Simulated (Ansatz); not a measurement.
# MnO (Fm-3m) in Ansatz: notebook

Runs on MnO. Level: PBEsol. Tasks: single point, equation of state.

All numbers are computed with Ansatz 0.2.0; they aren't measurements. Logs are shortened: lines on timing, memory, paths and dates and some standing lists are left out, and cuts for length are marked.

## (1) The structure

Symmetry: Fm-3m, No. 225, cubic system. Conventional cell: a = 4.448 Å, b = 4.448 Å, c = 4.448 Å, α = 90.00°, β = 90.00°, γ = 90.00°. Around Mn (site symmetry m-3m) lie 6 O at 2.22 Å. Around O (site symmetry m-3m) lie 6 Mn at 2.22 Å.

The cell is a database's computed one.

## (2) Single point, PBEsol, collinear spin, ferromagnetic start, 10.34 Å³/atom (volume scaled by 0.94)

The input, input.yaml:

```yaml
crystal:
  lattice:
    - [0.0, 2.1785090927, 2.1785090927]
    - [2.1785090927, 0.0, 2.1785090927]
    - [2.1785090927, 2.1785090927, 0.0]
  atoms:
    - { symbol: Mn, position: [0.0, 0.0, 0.0], spin: 4.0 }
    - { symbol: O, position: [0.5, 0.5, 0.5] }
kpoints:
  mp_grid: { grid: [10, 10, 10] }
scf:
  occupations: { method: fermi_dirac, width: 0.05 }
hamiltonian:
  xc: pbesol
  pseudopotentials: { kind: all_electron, lapw: { basis_error: 0.001 } }
magnetization:
  spin_polarized: true
output:
  forces: true
  stress: true
  eigenvalues: true
```

Potentials or basis: all-electron LAPW, scalar-relativistic.

Command:

```bash
$ ansatz run input.yaml --threads 2 --pin off --max-ram 6144MiB --backend cpu --events-out ev --progress --plain --runs-dir out
```

The log of the run:

```text
Warning: RAYON_NUM_THREADS=2 ignored (pool sized by the plan → 2); use --threads N
LAPW: plane waves up to 9.430 Å⁻¹, error target 1.0e-3 eV per atom; small_component_spin mean_spin; O in spheres of 0.995 Å, 8 of its electrons in bands, Dirac shells []; Mn in spheres of 1.183 Å, 15 of its electrons in bands, Dirac shells [] (how accurate: hamiltonian.pseudopotentials.lapw.basis_error, Limitations)
Engine: ansatz 0.2.0, aarch64-unknown-linux-gnu
Pseudopotentials: kind: all_electron
Pseudopotential: Mn, LAPW, valence charge 15, lapw/all_electron/scalar/gaussian/Mn, Koelling and Harmon's equation, gaussian nucleus
Pseudopotential: O, LAPW, valence charge 8, lapw/all_electron/scalar/gaussian/O, Koelling and Harmon's equation, gaussian nucleus
Functional definition: PBEsol
  exchange = pbesol_x
  correlation = pbesol_c
Crystal: 2 atoms, lattice volume = 20.678 Å³
Basis set: ecut = 338.7732375970989 eV, 283 PW (Γ), exchange–correlation at level 2
Bands: 18, of which v1, the nominal top of the filled ones, is band 12 counted from 1 (11 counted from 0)
Symmetry: 48 space group operations
Space group: Fm-3m (ITA 225), of the structure as read, at distance tolerance 2.7e-5 Å
Magnetic group: BNS 225.116 (UNI 1618), of the structure as read, at distance tolerance 2.7e-5 Å
k-points: 47 of 1000
Non-local potential: Mn, projectors of the file, none
Non-local potential: O, projectors of the file, none
Initial density: superposition of atomic densities (chi_scale 0.1, normalization cell, long waves kept (reshape's long-wave potential 0.00 eV rms))
Starting moments: Σ|m| = 4 μB on 1 of 2 sites
Initial wavefunctions: plane waves of lowest kinetic energy (no species holds an atomic orbital)
Functional: x = pbesol(κ = 0.804, μ = 0.12345679012345678), c = pbesol(β = 0.046)
iter 1 solved again at ethr=7.04e-3 eV; its pass at ethr=1.00e-1 eV (dr2=1.62e0 eV) is discarded
SCF iter   1: F=—  HF=-33540.526542 eV  |F-HF|=—  |Δ(HF+E_count)|=         —  Δρ=5.36e-2 (↑4.88e-2 ↓5.36e-2)  dr2=1.62e0  dr2_m=1.70e-1  M=4.813 μB ∫|m|=4.813 μB  β_m=0.30  ethr=7.04e-3  ⟨swp⟩=2.0  Hψ=10956  notcnv=0
Mixer restart at iter 1: flushing history
preconditioner: auto → none  [insulator: Δε(μ)=0.162 eV  Ē_g=14.235 eV  σ=0.050 eV  W_gap=0.62  n_scr=8 (ndim 8)  ℏωp=29.4 eV  f_vac=0.000  D(μ)=0.87/eV (n_scr^D=8)  ε∞_Penn≈5.3]
iter 2 solved again at ethr=1.95e-4 eV; its pass at ethr=7.04e-3 eV (dr2=4.49e-2 eV) is discarded
SCF iter   2: F=—  HF=-33539.587055 eV  |F-HF|=—  |Δ(HF+E_count)|=   9.39e-1  Δρ=1.55e-2 (↑1.55e-2 ↓1.19e-2)  dr2=4.50e-2  dr2_m=2.54e-2  M=4.525 μB ∫|m|=4.526 μB  β_m=0.34  ethr=1.95e-4  ⟨swp⟩=2.0  Hψ=8463  notcnv=0
SCF iter   3: F=—  HF=-33539.612343 eV  |F-HF|=—  |Δ(HF+E_count)|=   2.53e-2  Δρ=1.05e-2 (↑1.05e-2 ↓9.71e-3)  dr2=5.01e-2  dr2_m=9.54e-3  M=4.537 μB ∫|m|=4.537 μB  β_m=0.41  ethr=1.95e-4  ⟨swp⟩=2.0  Hψ=5069  notcnv=0
SCF iter   4: F=—  HF=-33539.613349 eV  |F-HF|=—  |Δ(HF+E_count)|=         —  Δρ=3.14e-3 (↑3.14e-3 ↓2.24e-3)  dr2=8.21e-4  dr2_m=1.16e-3  M=4.524 μB ∫|m|=4.524 μB  β_m=0.41  ethr=1.95e-4  ⟨swp⟩=2.0  Hψ=5055  notcnv=0
Mixer restart at iter 4: flushing history
the basis was enlarged: its passes take 280.0 KiB over the memory plan, 2 of 2 planned eigensolver slots
SCF iter   5: F=—  HF=-33539.615536 eV  |F-HF|=—  |Δ(HF+E_count)|=   2.19e-3  Δρ=2.11e-3 (↑2.11e-3 ↓1.26e-3)  dr2=6.52e-4  dr2_m=4.33e-4  M=4.525 μB ∫|m|=4.525 μB  β_m=0.61  ethr=3.57e-6  ⟨swp⟩=2.9  Hψ=4691  notcnv=0
SCF iter   6: F=—  HF=-33539.617800 eV  |F-HF|=—  |Δ(HF+E_count)|=   2.26e-3  Δρ=8.43e-4 (↑8.43e-4 ↓8.25e-4)  dr2=2.77e-4  dr2_m=6.88e-5  M=4.530 μB ∫|m|=4.530 μB  β_m=0.55  ethr=2.84e-6  ⟨swp⟩=3.0  Hψ=4728  notcnv=0
SCF iter   7: F=—  HF=-33539.617509 eV  |F-HF|=—  |Δ(HF+E_count)|=   2.91e-4  Δρ=1.23e-4 (↑1.16e-4 ↓1.23e-4)  dr2=2.40e-6  dr2_m=2.11e-6  M=4.529 μB ∫|m|=4.529 μB  β_m=0.64  ethr=1.20e-6  ⟨swp⟩=2.6  Hψ=4627  notcnv=0
SCF iter   8: F=—  HF=-33539.617516 eV  |F-HF|=—  |Δ(HF+E_count)|=   6.52e-6  Δρ=5.87e-5 (↑5.87e-5 ↓2.52e-5)  dr2=2.47e-7  dr2_m=3.22e-7  M=4.530 μB ∫|m|=4.530 μB  β_m=0.70  ethr=1.04e-8  ⟨swp⟩=2.9  Hψ=4716  notcnv=0
SCF iter   9: F=—  HF=-33539.617517 eV  |F-HF|=—  |Δ(HF+E_count)|=   9.20e-7  Δρ=7.23e-6 (↑7.23e-6 ↓6.93e-6)  dr2=2.76e-8  dr2_m=3.10e-9  M=4.530 μB ∫|m|=4.530 μB  β_m=0.80  ethr=1.07e-9  ⟨swp⟩=2.6  Hψ=4696  notcnv=0
SCF iter  10: F=-33539.617517 eV  HF=-33539.617517 eV  |F-HF|=3.30e-9  |Δ(HF+E_count)|=   8.95e-8  Δρ=2.41e-6 (↑2.32e-6 ↓2.41e-6)  dr2=3.81e-9  dr2_m=2.70e-10  M=4.530 μB ∫|m|=4.530 μB  ethr=1.20e-10  ⟨swp⟩=2.0  Hψ=4491  notcnv=0
SCF 1 converged in 10 iterations: F = -33539.617517 eV  dr2 = 3.81e-9
SCF converged after 10 iterations
Magnetization: 4.5297 μB (13.7649 up, 9.2351 down)
Absolute magnetization: 4.5299 μB (∫|ρ↑−ρ↓|)
Spin contamination: 0.0151 ħ² per cell (⟨S²⟩ above its minimum at these occupations)
Per-site moments (μB) at R_I (Å): [(4.109876003081485, 1.1831818884423486), (0.2093736058543354, 0.9953271717953365)]
Free energy (F): -33539.617517 eV
Harris-Foulkes:  -33539.617517 eV  (|F-HF|=3.30e-9)
Internal energy: -33539.607378 eV  (E = F + TS)
E sigma→0 (E₀):  -33539.612447 eV
Entropy (-TS):   -0.010138 eV (-5.069 meV/atom)
Fermi energy:    14.649787 eV
--- Per-component energies (eV) ---
  E_band       = -1206.801723
  E_kinetic    = 33930.819349
  E_xc         = -1621.125435
  E_electrostatic = -65849.301292  (all electrons and nuclei)
  E_smearing   = -0.010138  (= −TS)
  E_closure    = 0.000000  (closes the sum)
  E_atoms      = -33521.980592  (free atoms, spherical and without spin; not in F)
  Σ components = -33539.617517   (vs F -33539.617517, Δ=0.00e0)
  Basis errors (estimates in eV, not in F): energy 3.6e-4 per atom: plane waves 3.2e-4 (1.8e-4 summed), levels above the bands 1.9e-123, relativity 4.0e-8, radial functions 3.7e-5, core shells 8.2e-8; eigenvalues (radial functions only) 6.4e-5; not estimated: angular momenta, meshes, grids; target (lapw.basis_error) 1.0e-3; muffin-tin radii O 0.995 Å, Mn 1.183 Å
--- Forces (eV/Å), atoms counted from 1 ---
  atom   1  Mn     0.00000000    -0.00000000     0.00000000
  atom   2  O      0.00000000    -0.00000000     0.00000000
  max |Σ_I F_I| component: 3.19e-30 eV/Å
--- Stress (GPa, compression-positive) ---
       -2.060952      -0.000000      -0.000000
       -0.000000      -2.060952       0.000000
       -0.000000       0.000000      -2.060952
  P = ⅓ Tr σ = -2.0610 GPa (-20.610 kbar)
--- Band table (eV; the first three rows and the last of 94) ---
  k-point 0 ↑: bands = ["-491.1436", "-66.6544", "-35.5132", "-35.5132", "-35.5132", "-6.1976", "10.4864", "10.4864", "10.4864", "11.3536", "11.3536", "11.3536", "11.9261", "11.9261", "14.2642", "28.5504", "31.1746", "31.1746"]
  k-point 1 ↑: bands = ["-491.1436", "-66.6535", "-35.5214", "-35.5142", "-35.5142", "-6.1005", "9.6210", "9.9638", "9.9638", "11.4804", "11.4804", "11.6073", "12.4652", "12.4652", "14.9478", "27.5385", "30.8668", "30.8668"]
  k-point 2 ↑: bands = ["-491.1436", "-66.6512", "-35.5429", "-35.5169", "-35.5169", "-5.8358", "8.2176", "9.1989", "9.1989", "11.7230", "11.7230", "11.8972", "13.3757", "13.3757", "16.2688", "25.6378", "29.7073", "29.7073"]
  k-point 46 ↓: bands = ["-490.9515", "-62.1429", "-31.1685", "-31.1510", "-31.1332", "-4.6092", "8.1056", "8.7011", "8.9520", "15.0981", "16.1500", "16.6992", "16.9355", "17.4229", "23.4565", "24.0093", "24.9155", "27.8347"]
```

Wall time 8.3 s (2 threads of Arm Neoverse V2, shared host); peak memory 0.4 GiB.

Results:

- Free energy: -33539.6175 eV
- Pressure: -2.1 GPa
- Band gap on the k mesh: none (metal or under the smearing width)
- Net moment: 4.53 μB per cell
- Absolute moment: 4.53 μB per cell
- Site moments: Mn +4.11; O +0.21 μB

Caveat: a cell with one magnetic atom can't hold antiferromagnetic order, which such compounds often take; semilocal functionals often make such compounds metallic where correlation or magnetic order opens a gap, which also shifts bond lengths.

## (3) Single point, PBEsol, collinear spin, ferromagnetic start, 10.56 Å³/atom (volume scaled by 0.96)

Changes to input.yaml since step 2:

```diff
@@ -2,5 +2,5 @@
   lattice:
-    - [0.0, 2.1785090927, 2.1785090927]
-    - [2.1785090927, 0.0, 2.1785090927]
-    - [2.1785090927, 2.1785090927, 0.0]
+    - [0.0, 2.1938512115, 2.1938512115]
+    - [2.1938512115, 0.0, 2.1938512115]
+    - [2.1938512115, 2.1938512115, 0.0]
   atoms:
```

Potentials or basis: all-electron LAPW, scalar-relativistic.

Command:

```bash
$ ansatz run input.yaml --threads 2 --pin off --max-ram 6144MiB --backend cpu --events-out ev --progress --plain --runs-dir out
```

It took 8.6 s on 2 threads of Arm Neoverse V2, shared host; peak memory 0.4 GiB.

Results (log left out):

| Quantity | Value |
| --- | --- |
| Free energy | -33539.6090 eV |
| Pressure | -4.1 GPa |
| Band gap on the k mesh | none (metal or under the smearing width) |
| Net moment | 4.61 μB per cell |
| Absolute moment | 4.61 μB per cell |
| Site moments | Mn +4.18; O +0.22 μB |

Caveat: a cell with one magnetic atom can't hold antiferromagnetic order, which such compounds often take; semilocal functionals often make such compounds metallic where correlation or magnetic order opens a gap, which also shifts bond lengths.

## (4) Single point, PBEsol, collinear spin, ferromagnetic start, 10.78 Å³/atom (volume scaled by 0.98)

Changes to input.yaml since step 3:

```diff
@@ -2,5 +2,5 @@
   lattice:
-    - [0.0, 2.1938512115, 2.1938512115]
-    - [2.1938512115, 0.0, 2.1938512115]
-    - [2.1938512115, 2.1938512115, 0.0]
+    - [0.0, 2.208981698, 2.208981698]
+    - [2.208981698, 0.0, 2.208981698]
+    - [2.208981698, 2.208981698, 0.0]
   atoms:
```

Command:

```bash
$ ansatz run input.yaml --threads 2 --pin off --max-ram 6144MiB --backend cpu --events-out ev --progress --plain --runs-dir out
```

Run time: 8.6 s. Hardware: 2 threads of Arm Neoverse V2, shared host; peak memory 0.39 GiB.

Results (log left out):

- Free energy: -33539.5953 eV
- Pressure: -5.8 GPa
- Band gap on the k mesh: none (metal or under the smearing width)
- Net moment: 4.68 μB per cell
- Absolute moment: 4.69 μB per cell
- Site moments: Mn +4.24; O +0.22 μB

Caveat: a cell with one magnetic atom can't hold antiferromagnetic order, which such compounds often take; semilocal functionals often make such compounds metallic where correlation or magnetic order opens a gap, which also shifts bond lengths.

## (5) Single point, PBEsol, collinear spin, ferromagnetic start, 11.00 Å³/atom

Changes to input.yaml since step 4:

```diff
@@ -2,5 +2,5 @@
   lattice:
-    - [0.0, 2.208981698, 2.208981698]
-    - [2.208981698, 0.0, 2.208981698]
-    - [2.208981698, 2.208981698, 0.0]
+    - [0.0, 2.2239077028, 2.2239077028]
+    - [2.2239077028, 0.0, 2.2239077028]
+    - [2.2239077028, 2.2239077028, 0.0]
   atoms:
```

Command:

```bash
$ ansatz run input.yaml --threads 2 --pin off --max-ram 6144MiB --backend cpu --events-out ev --progress --plain --runs-dir out
```

Run time: 8.2 s. Hardware: 2 threads of Arm Neoverse V2, shared host; peak memory 0.4 GiB.

It converged, with:

| Item | Value |
| --- | --- |
| Free energy | -33539.5777 eV |
| Pressure | -7.1 GPa |
| Band gap on the k mesh | none (metal or under the smearing width) |
| Net moment | 4.77 μB per cell |
| Absolute moment | 4.77 μB per cell |
| Site moments | Mn +4.31; O +0.23 μB |

Caveat: a cell with one magnetic atom can't hold antiferromagnetic order, which such compounds often take; semilocal functionals often make such compounds metallic where correlation or magnetic order opens a gap, which also shifts bond lengths.

## (6) Single point, PBEsol, collinear spin, ferromagnetic start, 11.22 Å³/atom (volume scaled by 1.02)

Changes to input.yaml since step 5:

```diff
@@ -2,5 +2,5 @@
   lattice:
-    - [0.0, 2.2239077028, 2.2239077028]
-    - [2.2239077028, 0.0, 2.2239077028]
-    - [2.2239077028, 2.2239077028, 0.0]
+    - [0.0, 2.2386359976, 2.2386359976]
+    - [2.2386359976, 0.0, 2.2386359976]
+    - [2.2386359976, 2.2386359976, 0.0]
   atoms:
```

Potentials or basis: all-electron LAPW, scalar-relativistic.

Command:

```bash
$ ansatz run input.yaml --threads 2 --pin off --max-ram 6144MiB --backend cpu --events-out ev --progress --plain --runs-dir out
```

It took 7.9 s on 2 threads of Arm Neoverse V2, shared host; peak memory 0.4 GiB.

It converged, with:

- Free energy: -33539.5553 eV
- Pressure: -9.2 GPa
- Band gap on the k mesh: none (metal or under the smearing width)
- Net moment: 4.80 μB per cell
- Absolute moment: 4.80 μB per cell
- Site moments: Mn +4.34; O +0.23 μB

Caveat: a cell with one magnetic atom can't hold antiferromagnetic order, which such compounds often take; semilocal functionals often make such compounds metallic where correlation or magnetic order opens a gap, which also shifts bond lengths.

## (7) Single point, PBEsol, collinear spin, ferromagnetic start, 11.44 Å³/atom (volume scaled by 1.04)

Changes to input.yaml since step 6:

```diff
@@ -2,5 +2,5 @@
   lattice:
-    - [0.0, 2.2386359976, 2.2386359976]
-    - [2.2386359976, 0.0, 2.2386359976]
-    - [2.2386359976, 2.2386359976, 0.0]
+    - [0.0, 2.2531730023, 2.2531730023]
+    - [2.2531730023, 0.0, 2.2531730023]
+    - [2.2531730023, 2.2531730023, 0.0]
   atoms:
```

Command:

```bash
$ ansatz run input.yaml --threads 2 --pin off --max-ram 6144MiB --backend cpu --events-out ev --progress --plain --runs-dir out
```

It took 8.4 s on 2 threads of Arm Neoverse V2, shared host; peak memory 0.4 GiB.

The run converged. Its results:

```yaml
Free_energy: -33539.5271 eV
Pressure: -11.2 GPa
Band_gap_on_the_k_mesh: none (metal or under the smearing width)
Net_moment: 4.82 μB per cell
Absolute_moment: 4.82 μB per cell
Site_moments: Mn +4.37; O +0.23 μB
```

Caveat: a cell with one magnetic atom can't hold antiferromagnetic order, which such compounds often take; semilocal functionals often make such compounds metallic where correlation or magnetic order opens a gap, which also shifts bond lengths.

## (8) Single point, PBEsol, collinear spin, ferromagnetic start, 11.66 Å³/atom (volume scaled by 1.06)

Changes to input.yaml since step 7:

```diff
@@ -2,5 +2,5 @@
   lattice:
-    - [0.0, 2.2531730023, 2.2531730023]
-    - [2.2531730023, 0.0, 2.2531730023]
-    - [2.2531730023, 2.2531730023, 0.0]
+    - [0.0, 2.2675248097, 2.2675248097]
+    - [2.2675248097, 0.0, 2.2675248097]
+    - [2.2675248097, 2.2675248097, 0.0]
   atoms:
```

Command:

```bash
$ ansatz run input.yaml --threads 2 --pin off --max-ram 6144MiB --backend cpu --events-out ev --progress --plain --runs-dir out
```

It took 8.1 s on 2 threads of Arm Neoverse V2, shared host; peak memory 0.4 GiB.

It converged, with:

```yaml
Free_energy: -33539.4941 eV
Pressure: -12.7 GPa
Band_gap_on_the_k_mesh: none (metal or under the smearing width)
Net_moment: 4.86 μB per cell
Absolute_moment: 4.86 μB per cell
Site_moments: Mn +4.41; O +0.23 μB
```

Caveat: a cell with one magnetic atom can't hold antiferromagnetic order, which such compounds often take; semilocal functionals often make such compounds metallic where correlation or magnetic order opens a gap, which also shifts bond lengths.

## (9) Equation of state, PBEsol, collinear spin, ferromagnetic start

Potentials or basis: all-electron LAPW, scalar-relativistic.

No new run: the results of the series are fitted here.

Results:

```yaml
Equilibrium_volume: "9.75 Å³/atom (rough: see the caveat)"
Bulk_modulus: 19.8 GPa (rough)
```

Energy against volume, from the lowest point:
| volume (Å³/atom) | energy (meV/atom) |
| --- | --- |
| 10.339 | 0.00 |
| 10.559 | 4.25 |
| 10.779 | 11.12 |
| 10.999 | 19.91 |
| 11.219 | 31.10 |
| 11.439 | 45.22 |
| 11.659 | 61.72 |

Caveat: the fit is doubtful: noisy points or a state that changes with volume; the minimum lies outside the volumes run.
